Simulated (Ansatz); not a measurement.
# ZnO: the cost of one run

Computed with Ansatz 0.2.0 (DFT PBEsol, scalar-relativistic, plane waves, PAW, unless a step's input says otherwise).

19 further runs of the same task are left out: 19 set aside as unsound or not needed.

**1. Starting point**

Symmetry: P6_3mc, No. 186, hexagonal system. The conventional cell has a = 3.231 Å, b = 3.231 Å, c = 5.215 Å, α = 90.00°, β = 90.00°, γ = 120.00°. Zn (site symmetry 3m) has 4 O at 1.97 to 1.98 Å as nearest neighbours. O (site symmetry 3m) has 4 Zn at 1.97 to 1.98 Å as nearest neighbours.

As a file:

```
Zn O
1.0
     3.23093    0.00000    0.00000
    -1.61547    2.79807    0.00000
     0.00000    0.00000    5.21537
Zn O
2 2
Direct
  0.33333 0.66667 0.00158
  0.66667 0.33333 0.50158
  0.33333 0.66667 0.38052
  0.66667 0.33333 0.88052
```

This cell was relaxed beforehand with the same method: volume 11.79 Å³/atom, gap on the mesh 0.70 eV.

**2. Plan of the line**

Atoms count from 1 in the order of the input.

The energy is mapped over a free internal coordinate and the cell.

First coordinate, shift of O3 along [0 0 1], its symmetry partners moved as symmetry demands (measured in the relaxed cell): 7 values from −0.236 Å. Second coordinate, c/a of the conventional cell at fixed volume: 7 values from 1.485 to 1.743.

Nothing else is relaxed (all other coordinates fixed). Energies count from the relaxed crystal. Points are written as (first, second).

**3. The run at (−0.079 Å, 1.485)**

Contents of input.yaml:

```yaml
crystal:
  lattice:
    - [3.3219642457, 0.0, 0.0]
    - [-1.6609821228, 2.8769054272, 0.0]
    - [0.0, 0.0, 4.9334491013]
  atoms:
    - { symbol: Zn, position: [0.3333333333, 0.6666666667, 0.0015754469] }
    - { symbol: Zn, position: [0.6666666667, 0.3333333333, 0.5015754469] }
    - { symbol: O, position: [0.3333333333, 0.6666666667, 0.3654345349] }
    - { symbol: O, position: [0.6666666667, 0.3333333333, 0.8654345349] }
basis:
  ecutwfc: 520.0
kpoints:
  mp_grid: { grid: [9, 9, 6] }
hamiltonian:
  xc: pbesol
  pseudopotentials: { kind: paw, azcp: { folder: soft_1 } }
scf:
  occupations: { method: gaussian, width: 0.05 }
output:
  forces: true
  stress: true
  eigenvalues: true
```

On the command line:

```sh
$ ansatz run input.yaml --threads 1 --pin off --max-ram 2048MiB --backend cpu --events-out ev --progress --plain --runs-dir out
```

What time and memory should one allow on 1 thread of Arm Neoverse N1, shared host?

About 16 s, with a peak of 0.35 GiB.
